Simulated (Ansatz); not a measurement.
Crystal: CuO.

```
Cu O
1.0
     3.42205    0.00000    0.00000
     0.00000    3.42205    0.00000
     0.00000    0.00000    4.26046
Cu O
2 2
Direct
  0.00000 0.50000 0.00000
  0.50000 0.00000 0.50000
  0.00000 0.00000 0.25000
  0.00000 0.00000 0.75000
```

Measurements of this composition are mostly on another form, of space group No. 15.

Base run:

```yaml
Program: Ansatz 0.2.0
Functional: BLYP
Potentials_or_basis: Ansatz PAW
Cutoff: 420 eV
Density_cutoff: 1680 eV
k_mesh: 8 × 8 × 6
Occupations: fermi-dirac, width 0.05 eV
Spin: no spin polarisation
```

Its results: band gap on the k mesh none (metal or under the smearing width); pressure 2.2 GPa.

Q: The run is repeated on the same cell with these changes: functional from BLYP to PBEsol. What comes out?

A: Band gap on the k mesh none (metal or under the smearing width); pressure -9.0 GPa.

PBEsol binds more tightly than BLYP, so the same cell stands under less pressure.

Caveats: the run has no spin polarisation, though such a crystal can be magnetic; semilocal functionals often make such compounds metallic where correlation or magnetic order opens a gap, which also shifts bond lengths; the PAW data sets come from PBE, with cores solved anew for the run's functional, which leaves a small shift of forces and pressure; the potentials were made for another functional, which shifts forces and pressure (some runs).

Not every run made on this cell is shown here.
